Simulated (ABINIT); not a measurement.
The system is Mg.

```
Mg
1.0
     3.20930    0.00000    0.00000
    -1.60465    2.77934    0.00000
     0.00000    0.00000    5.21030
Mg
2
Direct
  0.66667 0.33333 0.75000
  0.33333 0.66667 0.25000
```

Base run:

```yaml
Program: ABINIT 10.8.3 (patched build)
Functional: BLYP
Potentials_or_basis: JTH PAW PBE v2.0
Cutoff: 517 eV
k_mesh: 10 × 10 × 5
Occupations: fermi-dirac, width 0.05 eV
Spin: no spin polarisation
```

Its results: band gap on the k mesh none (metal or under the smearing width); pressure 0.1 GPa.

Problem. The run is repeated on the same cell with these changes: functional from BLYP to PBE. What comes out?

Solution. Band gap on the k mesh none (metal or under the smearing width); pressure -0.8 GPa.

PBE binds more tightly than BLYP, so the same cell stands under less pressure.

Caveats: the PAW data sets were made with another functional, which shifts forces and pressure a little (some runs).

Not every run made on this cell is shown here.
